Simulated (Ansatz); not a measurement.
Wanted: the native input for an Ansatz 0.2.0 run.

```yaml
Task: single point
Functional: PBE
Potentials_or_basis: all-electron LAPW, scalar-relativistic
Cutoff: 257 eV (chosen from the basis error)
Basis_error_allowed: 0.001 eV/atom
k_mesh: 7 × 7 × 7
Occupations: gaussian, width 0.019 eV
Spin: no spin polarisation
```

Sn:

```
Sn
1.0
     0.00000    3.23334    3.23334
     3.23334    0.00000    3.23334
     3.23334    3.23334    0.00000
Sn
2
Direct
  0.75000 0.75000 0.75000
  0.50000 0.50000 0.50000
```

This isn't the form of Sn at room conditions, which is tetragonal (white tin).

The input as run:

input.yaml

```yaml
crystal:
  lattice:
    - [0.0, 3.2333428, 3.2333428]
    - [3.2333428, 0.0, 3.2333428]
    - [3.2333428, 3.2333428, 0.0]
  atoms:
    - { symbol: Sn, position: [0.75, 0.75, 0.75] }
    - { symbol: Sn, position: [0.5, 0.5, 0.5] }
kpoints:
  mp_grid: { grid: [7, 7, 7] }
scf:
  occupations: { method: gaussian, width: 0.019 }
hamiltonian:
  xc: pbe
  pseudopotentials: { kind: all_electron, lapw: { basis_error: 0.001 } }
output:
  forces: true
  stress: true
  eigenvalues: true
```

Potentials or basis: all-electron LAPW, scalar-relativistic.

Command:

```bash
$ ansatz run input.yaml --threads 1 --pin off --max-ram 3072MiB --backend cpu --events-out ev --progress --plain --runs-dir out
```

Results of the run:

```yaml
Pressure: 3.8 GPa
Band_gap_on_the_k_mesh: none (metal or under the smearing width)
```

Run time: 7.3 s on 1 thread of Arm Neoverse V1 (shared host), peak memory 0.29 GiB.
